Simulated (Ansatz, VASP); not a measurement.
## Two plane-wave programs on HgTe

Contents of INCAR:

```
SYSTEM = HgTe
  PREC = Accurate
  ENCUT = 520
  EDIFF = 1E-6
  ISMEAR = -1
  SIGMA = 0.05
  LREAL = .False.
  LASPH = .True.
  NELM = 150
  ALGO = Normal
  ISIF = 2
  LWAVE = .False.
  LCHARG = .False.
  MAGMOM = 0 0 0 0 0 0
  LORBIT = 11
  LSORBIT = .True.
  GGA_COMPAT = .False.
  LORBMOM = .True.
  NBANDS = 30
```

KPOINTS

```
Automatic mesh
0
Gamma
  5 5 5
  0 0 0
```

The input POSCAR:

```
HgTe
1.0
    0.0000000000      3.1800000000      3.1800000000
    3.1800000000      0.0000000000      3.1800000000
    3.1800000000      3.1800000000      0.0000000000
Hg Te
1 1
Direct
    0.0000000000      0.0000000000      0.0000000000
    0.5000000000      0.5000000000      0.5000000000
```

The input input.yaml:

```yaml
crystal:
  lattice:
    - [0.0, 3.18, 3.18]
    - [3.18, 0.0, 3.18]
    - [3.18, 3.18, 0.0]
  atoms:
    - { symbol: Hg, position: [0.0, 0.0, 0.0] }
    - { symbol: Te, position: [0.5, 0.5, 0.5] }
hamiltonian:
  xc: lda
  pseudopotentials: { kind: paw_fr }
magnetization:
  noncollinear: true
  spin_orbit: true
kpoints:
  mp_grid: { grid: [5, 5, 5] }
  band_path:
    path:
      - [[0.0, 0.0, 0.0], [0.5, 0.0, 0.5], [0.5, 0.25, 0.75], [0.375, 0.375, 0.75], [0.0, 0.0, 0.0], [0.5, 0.5, 0.5], [0.625, 0.25, 0.625], [0.5, 0.25, 0.75], [0.5, 0.5, 0.5], [0.375, 0.375, 0.75]]
      - [[0.625, 0.25, 0.625], [0.5, 0.0, 0.5]]
    npoints: 14
scf:
  occupations: { method: fermi_dirac, width: 0.05 }
  n_extra_bands: 6
output:
  forces: true
  stress: true
  eigenvalues: true
  fatbands: false
```

Measurements of this composition are mostly on another form, of space group No. 216.

Alike in both runs: functional LDA; k mesh 5 × 5 × 5; occupations fermi-dirac, width 0.05 eV; non-collinear spin, spin-orbit coupling.

```csv
,VASP,Ansatz
version,VASP 6.6.1,Ansatz 0.2.0
potentials or method,"VASP PAW LDA potentials, release 64 (Hg, Te)",Ansatz PAW
plane-wave cutoff (eV),520,420
valence electrons in the cell,18,36
task,single point,band structure
```

```csv
,VASP,Ansatz,Ansatz less VASP
gap on the k mesh at the Fermi level (eV),none,none,-
pressure (GPa),-7.5,-7.8,-0.25
net moment per atom (μB),0.00,0.00,0.000
```

A gap of «none» marks a metal or a gap that the smearing closes. The two sets of potentials don't hold the same shells in valence.

Caveats: the PAW data sets come from PBE, with cores solved anew for the run's functional, which leaves a small shift of forces and pressure (Ansatz).
